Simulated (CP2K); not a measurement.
The system is Ba.

```
Ba
1.0
     4.57168    0.00000    0.00000
     2.28584    3.95919    0.00000
     2.28584    1.31973    3.73276
Ba
1
Cartesian
  0.0000 0.0000 0.0000
```

This isn't the form of Ba at room conditions, which is bcc.

Base run:

```yaml
Program: CP2K 2026.2
Functional: PBE
Potentials_or_basis: POTENTIAL_UZH Ba GTH-PBE-q10; TZV2P-MOLOPT-PBE-GTH basis
Density_cutoff: 6123 eV
k_mesh: 7 × 7 × 7
Occupations: fermi-dirac, width 0.05 eV
Spin: no spin polarisation
```

Its results: band gap on the k mesh none (metal or under the smearing width); pressure -0.3 GPa.

Question: The run is repeated on the same cell with these changes: potentials or basis from POTENTIAL_UZH Ba GTH-PBE-q10; TZV2P-MOLOPT-PBE-GTH basis to POTENTIAL_UZH Ba GTH-PBE-q10; ccGRB-D basis; basis sets from Ba TZV2P-MOLOPT-PBE-GTH-q10 to Ba ccGRB-D-q10. What comes out?

Answer: Band gap on the k mesh 0.10 eV, indirect (least direct gap 0.32 eV); pressure 1.4 GPa.

Caveats: the basis of atomic orbitals isn't converged, which shifts pressures, moduli and gaps; spin-orbit coupling is left out, which moves the levels of the heavy elements (some runs); an odd mesh through Γ misses points on the zone boundary, where band edges often lie (some runs).
